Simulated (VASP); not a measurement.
**InP in VASP: one cell, several levels of theory**

What does VASP give for InP built on the rocksalt prototype, the cell held fixed? Runs: PBE, r2SCAN, LDA, PBEsol, PBE+SOC. The results are then set beside those of Ansatz 0.2.0 for the same cell. This is a trial cell built on a prototype, not taken from a measured structure, and it needn't be the compound's ground state.

The runs shown are made with VASP 6.6.1. PAW datasets, plane waves. No spin polarisation. The prototype was imposed, so other structures may be more stable.

**1. The system as given**

The cell comes from an earlier relaxation with r2SCAN in another program.

Space group Fm-3m (No. 225), cubic; conventional cell a = 5.491 Å, 20.69 Å³ an atom. Near In stand 6 P at 2.75 Å; near P stand 6 In at 2.75 Å.

As a file:

```cif
data_structure
_symmetry_space_group_name_H-M 'Fm-3m'
_symmetry_Int_Tables_number 225
_cell_length_a 5.4907
_cell_length_b 5.4907
_cell_length_c 5.4907
_cell_angle_alpha 90.000
_cell_angle_beta 90.000
_cell_angle_gamma 90.000
_cell_volume 165.53
loop_
_atom_site_label
_atom_site_type_symbol
_atom_site_symmetry_multiplicity
_atom_site_Wyckoff_symbol
_atom_site_fract_x
_atom_site_fract_y
_atom_site_fract_z
_atom_site_occupancy
In1 In 4 a 0.00000 0.00000 0.00000 1
P1 P 4 b 0.50000 0.00000 0.00000 1
```

**2. Single point with PBE**

INCAR reads:

```
ENCUT = 520.000000
SIGMA = 0.020000
EDIFF = 1.00e-07
GGA = PE
PREC = Accurate
IBRION = -1
ISIF = 2
ISMEAR = -1
NBANDS = 16
NELM = 120
NSW = 0
LASPH = .TRUE.
LCHARG = .FALSE.
LWAVE = .FALSE.
LREAL = .FALSE.
```

KPOINTS reads:

```
KPOINTS created by Atomic Simulation Environment
0
Gamma
8 8 8
0 0 0
```

KPOINTS_OPT reads:

```
special points
7
Reciprocal
0.0000000000 0.0000000000 0.0000000000 1
0.5000000000 0.0000000000 0.5000000000 1
0.5000000000 0.2500000000 0.7500000000 1
0.3750000000 0.3750000000 0.7500000000 1
0.5000000000 0.5000000000 0.5000000000 1
0.6250000000 0.2500000000 0.6250000000 1
0.1875000000 0.1875000000 0.3750000000 1
```

POSCAR reads:

```
In P
 1.0000000000000000
    -0.0000000000000000    2.7453630745181106    2.7453630745181106
     2.7453630745181106    0.0000000000000000    2.7453630745181106
     2.7453630745181106    2.7453630745181106    0.0000000000000000
 In  P
   1   1
Cartesian
 -0.0000000000000000 -0.0000000000000000 -0.0000000000000000
  2.7453630745181106  2.7453630745181106  2.7453630745181106
```

Potentials: the recommended PBE PAW datasets, 18 valence electrons in the neutral cell.

**3. r2SCAN at this geometry**

INCAR: that of step 2 with these lines changed.

```diff
@@ -3,3 +3,4 @@
 EDIFF = 1.00e-07
-GGA = PE
+ALGO = Normal
+METAGGA = R2SCAN
 PREC = Accurate
```

KPOINTS is that of step 2.

KPOINTS_OPT is that of step 2.

POSCAR is that of step 2.

**4. LDA**

INCAR: that of step 3 with these lines changed.

```diff
@@ -3,4 +3,3 @@
 EDIFF = 1.00e-07
-ALGO = Normal
-METAGGA = R2SCAN
+GGA = CA
 PREC = Accurate
```

KPOINTS is that of step 3.

KPOINTS_OPT is that of step 3.

POSCAR is that of step 3.

**5. Single point with PBEsol**

INCAR: that of step 4 with these lines changed.

```diff
@@ -3,3 +3,3 @@
 EDIFF = 1.00e-07
-GGA = CA
+GGA = PS
 PREC = Accurate
```

KPOINTS is that of step 4.

KPOINTS_OPT is that of step 4.

POSCAR is that of step 4.

**6. Single point with PBE+SOC**

INCAR reads:

```
ENCUT = 520.000000
SIGMA = 0.020000
EDIFF = 1.00e-07
GGA = PE
PREC = Accurate
IBRION = -1
ISIF = 2
ISMEAR = -1
NBANDS = 29
NELM = 120
NSW = 0
LASPH = .TRUE.
LCHARG = .FALSE.
LWAVE = .FALSE.
LSORBIT = .TRUE.
GGA_COMPAT = .FALSE.
LREAL = .FALSE.
MAGMOM = 0.0 0.0 0.0 0.0 0.0 0.0
```

KPOINTS is that of step 5.

KPOINTS_OPT is that of step 5.

POSCAR is that of step 5.

Q: Predict the outcome of this session. Wanted: for each run, gap; pressure; Ansatz: gap; Ansatz: pressure.

**Answer**, as computed:

```
  level  gap (eV)  pressure (GPa)  Ansatz: gap (eV)  Ansatz: pressure (GPa)
    PBE     -2.74            1.90             -2.74                    1.93
 r2SCAN     -2.64            0.02             -2.64                   -0.01
    LDA     -2.78           -3.14             -2.77                   -3.40
 PBEsol     -2.78           -1.52             -2.78                   -1.56
PBE+SOC     -2.68            1.85             -2.68                    1.86
```

A negative gap is an overlap of bands.

**Reading.** No gap over 0.02 eV opens at any of these levels. The PBE bands overlap with and without spin-orbit coupling. Leaving spin-orbit runs aside: The pressure is highest with PBE (1.9 GPa) and lowest with LDA (-3.1 GPa), which orders the cells that they would relax to. The two programs agree on the overlap of the bands within 0.02 eV, far less than the spread between functionals. Each program uses its own PAW datasets and cutoff. LDA means the Perdew–Zunger form in VASP and the Perdew–Wang form in Ansatz.
